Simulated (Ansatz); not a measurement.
PbS: what changed settings do

All trials start from this Ansatz input:

```yaml
crystal:
  lattice:
    - [3.653659, 0.0, 0.0]
    - [0.0, 3.653659, 0.0]
    - [0.0, 0.0, 3.653659]
  atoms:
    - { symbol: Pb, position: [0.0, 0.0, 0.0] }
    - { symbol: S, position: [0.5, 0.5, 0.5] }
basis:
  ecutwfc: 420
kpoints:
  mp_grid: { grid: [4, 4, 4] }
hamiltonian:
  xc: pbe
scf:
  occupations: { method: gaussian, width: 0.1 }
output:
  forces: true
  stress: true
  eigenvalues: true
```

Command:

```bash
ansatz run input.yaml --threads 1 --pin off --max-ram 1331MiB --backend cpu --events-out ev --progress --plain --runs-dir out
```

The run converges in 6 SCF iterations on 10 irreducible k-points: pressure -0.54 GPa, no gap.

Settings here are deliberately varied, not converged. Each trial's input is given as a difference from the reference's; energies are extrapolated to zero smearing where there is one, and pressure is positive in compression.

Trial 1:

```diff
 crystal:
+  symmetry: { detect: false }
 basis:
-  ecutwfc: 420
+  ecutwfc: 320
+magnetization:
+  spin_polarized: true
+  initial_magnetization: 1.0
```

The run converges in 15 SCF iterations on 36 irreducible k-points: energy 7.28 meV per atom above the reference, pressure -0.54 GPa, no gap, cell moment 0.00 μB. It warns that the cutoff lies under the recommended one, 420 eV for these potentials; that the starting moments were lost.

Trial 2:

```diff
 basis:
-  ecutwfc: 420
+  ecutwfc: "30 Ry"
 kpoints:
+  band_path: { path: [VBM, CBM], npoints: 5 }
 scf:
+  mixing: { algorithm: broyden, ndim: 1, beta: 1.0, preconditioner: none }
+  initial_density: { chi_scale: 0, normalization: atom }
+  max_iter: 70
```

The run converges in 12 SCF iterations on 10 irreducible k-points: energy 0.13 meV per atom above the reference, pressure -0.54 GPa, no gap. It warns that the cutoff lies under the recommended one, 420 eV for these potentials.

Trial 3:

```diff
 basis:
-  ecutwfc: 420
+  ecutwfc: 470
 kpoints:
-  mp_grid: { grid: [4, 4, 4] }
+  mp_grid: { grid: [2, 2, 2] }
```

The run converges in 6 SCF iterations on 4 irreducible k-points: energy 576 meV per atom above the reference, pressure -4.21 GPa, no gap.